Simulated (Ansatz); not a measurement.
Relaxed (001) slab cut from WC (space group P-6m2 (No. 187)); the slab's formula is WC, its outer planes W (top) and C (bottom):

```
CELL_PARAMETERS angstrom
2.92177 0.00000 0.00000
-1.46089 2.53033 0.00000
0.00000 0.00000 24.96477
ATOMIC_POSITIONS crystal
C 0.66667 0.33333 0.31003
W 0.00000 0.00000 0.35381
C 0.66667 0.33333 0.41476
W 0.00000 0.00000 0.46987
C 0.66667 0.33333 0.52791
W 0.00000 0.00000 0.58424
C 0.66667 0.33333 0.64250
W 0.00000 0.00000 0.69688
```

All numbers below come from DFT PBE, scalar-relativistic, plane waves, PAW in Ansatz. Cutoff 420 eV; k points 12×12×1 on the computed 8-atom cell (Γ-centred); Gaussian smearing, width 0.10 eV; no spin polarisation. A dipole correction removes the field between periodic images along c.

The potential is the smooth part; its values at the atoms depend on the PAW datasets.

Problem. How does the plane-averaged electrostatic potential energy of an electron run along c, counted from the Fermi level?

Solution. z (Å), V (eV) and a bar:
```
     2.77       6.18 ##############################
     3.05       6.18 ##############################
     3.33       6.18 ##############################
     3.61       6.18 ##############################
     3.88       6.18 ##############################
     4.16       6.18 ##############################
     4.44       6.18 ##############################
     4.72       6.18 ##############################
     4.99       6.17 ##############################
     5.27       6.17 ##############################
     5.55       6.16 ##############################
     5.83       6.12 ##############################
     6.10       6.04 ##############################
     6.38       5.83 ##############################
     6.66       5.29 #############################
     6.93       3.96 ############################
     7.21       0.44 ########################
     7.49      -5.72 #################
     7.77     -10.36 ############
     8.04     -12.63 ##########
     8.32     -15.78 ######
     8.60     -20.11 ##
     8.88     -21.56
     9.15     -18.29 ####
     9.43     -11.68 ###########
     9.71      -5.87 #################
     9.99      -6.21 #################
    10.26      -8.93 ##############
    10.54      -8.71 ##############
    10.82      -7.36 ###############
    11.10     -10.95 ###########
    11.37     -17.28 #####
    11.65     -20.97 #
    11.93     -19.93 ##
    12.20     -14.63 #######
    12.48      -8.17 ##############
    12.76      -6.48 ################
    13.04      -8.86 ##############
    13.31      -9.06 ##############
    13.59      -7.11 ################
    13.87      -9.24 #############
    14.15     -15.67 ######
    14.42     -20.52 #
    14.70     -20.93 #
    14.98     -16.72 #####
    15.26     -10.14 ############
    15.53      -6.51 ################
    15.81      -8.46 ##############
    16.09      -9.85 #############
    16.37      -8.25 ##############
    16.64      -8.99 ##############
    16.92     -14.65 #######
    17.20     -19.69 ##
    17.48     -20.64 #
    17.75     -16.77 #####
    18.03      -9.69 #############
    18.31      -2.82 ####################
    18.58       0.97 ########################
    18.86       2.87 ##########################
    19.14       3.88 ############################
    19.42       4.40 ############################
    19.69       4.67 ############################
    19.97       4.81 #############################
    20.25       4.88 #############################
    20.53       4.91 #############################
    20.80       4.93 #############################
    21.08       4.94 #############################
    21.36       4.94 #############################
    21.64       4.94 #############################
    21.91       4.95 #############################
    22.19       4.95 #############################
```

The vacuum level lies 4.95 eV (top face) and 6.18 eV (bottom face) above the Fermi level.

Spin-orbit coupling is left out, which matters for the bands of heavy elements.

Cost: 1 run of about 2.7 core-minutes, on Intel Xeon Processor @ 2.50GHz (Skylake/Cascade Lake) (shared hosts).